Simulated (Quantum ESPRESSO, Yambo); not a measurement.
An input for Yambo 5.3.0 (AlAs (F-43m)):

```
optics
bss
bse
em1s
dipoles
rim_cut
RandQpts= 1000000
RandGvec= 1 RL
Chimod= "HARTREE"
BSKmod= "SEX"
BSEmod= "resonant"
BSSmod= "d"
BSENGexx= 1 RL
BSENGBlk= 4 Ry
% BSEQptR
 1 | 1 |
%
% BSEBands
 12 | 15 |
%
% BEnRange
 0 | 5 | eV
%
% BDmRange
 0.1 | 0.1 | eV
%
BEnSteps= 101
% BLongDir
 1 | 0 | 0 |
%
% BndsRnXs
 10 | 23 |
%
NGsBlkXs= 4 Ry
% LongDrXs
 1 | 1 | 1 |
%
% KfnQP_E
 0.771 | 1.0 | 1.0 |
%
WRbsWF
FFTGvecs= 45 Ry
```

```sh
OMP_NUM_THREADS=1 mpirun -n 4 yambo -F bse13.in -J bse13,bse12_W -C bse13 > bse13.log
```

The stored states that it reads are on a 10×10×10 mesh. It takes space group F-43m (No. 216, cubic). The conventional cell has a = 5.661 Å, b = 5.661 Å, c = 5.661 Å, α = 90.00°, β = 90.00°, γ = 90.00°. Nearest to Al lie 4 As at 2.45 Å. Nearest to As lie 4 Al at 2.45 Å. Farther neighbours are not listed.

Estimate wall time and host memory on 4 MPI ranks of Arm Neoverse V1, shared host.

It took 3.5 min; on shared hardware allow 1.8 min to 7.1 min. Peak host memory was 2.3 GiB.

The kernel grows as the square of the matrix size, and full diagonalisation as its cube.

[Paths, hosts, dates, memory and timing lines, banners, echoed tables and standing remarks are left out of the program output.]

[Logs are printed without paths, hosts, clocks, repeated set-up lines and the standing remarks that a program may print on its own settings, such as how far it seeks lower states.]

[Runs of the session that timed out or met a known fault of the program may be left out.]

[Hosts, paths, dates, database ids (printed as entryN), source tags and the programs' standing remarks are cut or masked in the printed files.]
